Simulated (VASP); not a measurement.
Runs of VASP 6.6.1 on Na. Symmetry: I4/mmm, No. 139, tetragonal system. Conventional cell: a = 3.777 Å, b = 3.777 Å, c = 5.275 Å, α = 90.00°, β = 90.00°, γ = 90.00°. Around Na (site symmetry 4/mmm) lie 12 Na at 3.75 to 3.78 Å. This isn't the form of Na at room conditions, which is bcc.

```csv
task,level,potentials or basis,cell,k mesh,cutoff (eV),smearing,grid for exact exchange (PRECFOCK),screening parameter,exchange at q = 0,mesh quality,gap on the mesh (eV),pressure (GPa)
band structure,HSE06+D3,"VASP PAW PBE potentials, release 64 (Na_pv)",cell strained at random at fixed volume,5 × 5 × 5,520,methfessel-paxton 0.1 eV,Fast,0.2 1/A,-,coarse,-,-0.3
band structure,rSCAN+D4,"VASP PAW PBE potentials, release 64 (Na_sv_GW)",as given,10 × 10 × 10,600,methfessel-paxton 0.1 eV,-,-,-,not flagged,-,(a)
single point,PBE,"VASP PAW PBE potentials, release 64 (Na_pv)",as given,10 × 10 × 10,520,gaussian 0.02 eV,-,-,-,not flagged,none,-0.1
optical spectrum,r2SCANh+rVV10,"VASP PAW PBE potentials, release 64 (Na)",as given,5 × 5 × 5,500,gaussian 0.01 eV,Fast,-,truncated,coarse,none,-0.3
```

Alike in all rows: no spin polarisation.

Q: Fill in the values left out.

A: (a) -0.5.

Caveats: some runs use coarse meshes; the PAW data sets were made with another functional, which shifts forces and pressure a little (some runs); pairwise dispersion overbinds metals, which lowers pressure and volume (some runs); spectra need much finer meshes, so this one isn't converged (some runs); independent-particle spectra lack excitons (some runs); the intraband (Drude) part of a metal's response may be missing (some runs).

A gap of «none» marks a metal or a gap under the smearing width.

The runs don't all hold the same shells in valence.
